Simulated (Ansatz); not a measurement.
# Co5Si12: the cost of one run

Computed with Ansatz 0.2.0 (DFT PBEsol, scalar-relativistic, plane waves, PAW, unless a step's input says otherwise).

2 further runs of the same task are left out: 1 that didn't finish, 1 set aside as unsound or not needed.

### Step 1. The starting structure

It takes space group Fm-3m (No. 225, cubic). Conventional cell: a = 5.313 Å, b = 5.313 Å, c = 5.313 Å, α = 90.00°, β = 90.00°, γ = 90.00°. Co (site symmetry m-3m) has 8 Si at 2.30 Å in its first shell of neighbours. Si (site symmetry -43m) has 4 Co at 2.30 Å in its first shell of neighbours.

Coordinates:

```cif
data_structure
_symmetry_space_group_name_H-M 'P 1'
_symmetry_Int_Tables_number 1
_cell_length_a 3.7565
_cell_length_b 3.7565
_cell_length_c 3.7565
_cell_angle_alpha 60.000
_cell_angle_beta 60.000
_cell_angle_gamma 60.000
_cell_volume 37.48
loop_
_atom_site_label
_atom_site_type_symbol
_atom_site_fract_x
_atom_site_fract_y
_atom_site_fract_z
_atom_site_occupancy
Co1 Co 0.00000 0.00000 0.00000 1
Si1 Si 0.25000 0.25000 0.25000 1
Si2 Si 0.75000 0.75000 0.75000 1
```

It is the result of an earlier relaxation at this level (volume 12.49 Å³/atom; gap on the mesh: none (metal)).

Bulk energy on matching settings, from an earlier run: -2112.5725 eV/atom.

### Step 2. Cutting the (100) slab

Planes are indexed in the bulk's conventional cell (Fm-3m (No. 225)), a = 5.313 Å, b = 5.313 Å, c = 5.313 Å, α = 90.00°, β = 90.00°, γ = 90.00°.

Cut from the relaxed bulk: a (100) slab, 13.3 Å thick as cut, with 15 Å of vacuum; its outer planes are Si (top) and Si (bottom).

The slab as cut. Layers, bottom to top:

```
plane  atoms per cell  height over the lowest (Å)
    1             Si2                        0.00
    2              Co                        1.33
    3             Si2                        2.66
    4              Co                        3.98
    5             Si2                        5.31
    6              Co                        6.64
    7             Si2                        7.97
    8              Co                        9.30
    9             Si2                       10.63
   10              Co                       11.95
   11             Si2                       13.28
```

### Step 3. Single point on the unrelaxed (100) slab

A dipole layer in the vacuum cancels the field that periodic copies would set up if the slab's two faces differ.

input.yaml reads:

```yaml
crystal:
  lattice:
    - [3.7565103795, 0.0, 0.0]
    - [0.0, 3.7565103795, 0.0]
    - [0.0, 0.0, 28.2812698147]
  atoms:
    - { symbol: Si, position: [0.5, 0.0, 0.2651931844] }
    - { symbol: Si, position: [0.0, 0.5, 0.2651931844] }
    - { symbol: Co, position: [0.5, 0.5, 0.3121545475] }
    - { symbol: Si, position: [0.0, 0.5, 0.3591159106] }
    - { symbol: Si, position: [0.5, 0.0, 0.3591159106] }
    - { symbol: Co, position: [0.0, 0.0, 0.4060772737] }
    - { symbol: Si, position: [0.5, 0.0, 0.4530386369] }
    - { symbol: Si, position: [0.0, 0.5, 0.4530386369] }
    - { symbol: Co, position: [0.5, 0.5, 0.5] }
    - { symbol: Si, position: [0.0, 0.5, 0.5469613631] }
    - { symbol: Si, position: [0.5, 0.0, 0.5469613631] }
    - { symbol: Co, position: [0.0, 0.0, 0.5939227263] }
    - { symbol: Si, position: [0.5, 0.0, 0.6408840894] }
    - { symbol: Si, position: [0.0, 0.5, 0.6408840894] }
    - { symbol: Co, position: [0.5, 0.5, 0.6878454525] }
    - { symbol: Si, position: [0.0, 0.5, 0.7348068156] }
    - { symbol: Si, position: [0.5, 0.0, 0.7348068156] }
basis:
  ecutwfc: 420
kpoints:
  mp_grid: { grid: [9, 9, 1] }
hamiltonian:
  xc: pbesol
scf:
  occupations: { method: gaussian, width: 0.1 }
output:
  forces: true
  stress: true
  eigenvalues: true
  write_density: true
  write_potential: true
  elf: true
  volumetric_format: npy
efield:
  axis: 3
  dipole_correction: true
  ramp_width: 0.04
```

Launch:

```sh
$ ansatz run input.yaml --threads 2 --pin off --max-ram 5120MiB --backend cpu --events-out ev --progress --plain --runs-dir out
```

Q: Estimate wall time and peak memory on 2 threads of AMD EPYC 9R45 (Zen 5), shared host.

About 12 s, with a peak of 0.98 GiB.
